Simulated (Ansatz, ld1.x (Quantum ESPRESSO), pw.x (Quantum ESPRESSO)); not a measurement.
Nb (Z = 41): one change to the TM potential, in the atom and in the sc crystal

* Element: niobium (Nb)
* Generator: ld1.x (Quantum ESPRESSO) 7.5
* Type: norm-conserving Troullier–Martins (Kleinman–Bylander form)
* Functional: PBE
* Relativity: scalar-relativistic
* Frozen core: [Kr]
* Valence charge: 5
* Reference configuration: 4d4 5s0 5p1
* Partial waves: 5p (bound): rc 4.20 bohr; 4d (bound): rc 2.40 bohr; 5s (bound, empty): rc 3.25 bohr
* Local potential: the s channel
* Core correction: Bessel-smoothed model core inside 1.95 bohr

Change: all radii but the core radius scaled by about 0.93 (s 3.04, p 3.92, d 2.24 bohr).

Cutoffs, loose and tight: the cutoffs (Ry, on a coarse ladder) from which the occupation-weighted sum of valence levels, in a spherical-Bessel basis at the reference potential, stays within 10 and 1 mRy of its value at 400 Ry. They do not see the model core or the augmentation charge, which bear on the density cutoff. Test errors are all-electron minus pseudo excitation energies from the reference, over the configurations 4d4 5s1 5p0; 4d4 5s0 5p0; 4d3 5s0 5p0; 4d3 5s1 5p1; 4d2 5s0 5p0; 4d4 5s0.5 5p0; 4d5 5s0 5p0; variants that change the core or the reference have their own tests.

Crystal test: sc Nb in pw.x 7.5, no spin, 12³ k-points, Fermi–Dirac smearing 0.01 Ry, cutoffs set for each file from its atomic test. The reference is all-electron LAPW (Ansatz 0.2.0) with the same functional, mesh and smearing; V0 and B0 come from Birch–Murnaghan fits to the pressures at five volumes. Errors are pseudo minus all-electron; Δ is the rms difference of the E(V) curves that follow from these fits, minima aligned, over ±6 % about the mean V0. Mesh and smearing are coarse, so the numbers serve the comparison and aren't converged zero-temperature values; the lattice is a test structure that the element need not adopt.

All-electron: a0 = 2.721 Å (V0 = 20.15 Å³/atom), B0 = 130.8 GPa.

Problem. Does the change bring the crystal closer to the all-electron result?

Solution. The mean pressure error goes from +5.76 to +6.14 GPa, a small move against the size of the error. Neither pressure curve crosses zero within the volumes sampled, so no fits are given.

| quantity | base | changed |
| --- | --- | --- |
| outcome (atom) | generated | generated |
| cutoff, loose (atom) | 30 Ry | 30 Ry |
| cutoff, tight (atom) | 35 Ry | 40 Ry |
| bound ghosts (atom) | none | none |
| largest test error (meV) (atom) | -607 | -617 |
| cutoffs in pw.x (Ry) | 50/200 | 50/200 |
| mean pressure error (GPa) | +5.76 | +6.14 |

Base: The largest radius (4.20 bohr) exceeds half the bond length (2.56 bohr), so the spheres overlap, which is one possible source of error among others. This is a poor potential for the solid. Changed file: The largest radius (3.92 bohr) exceeds half the bond length (2.56 bohr), so the spheres overlap, which is one possible source of error among others. This is a poor potential for the solid. The atomic cutoffs weigh occupied waves only.
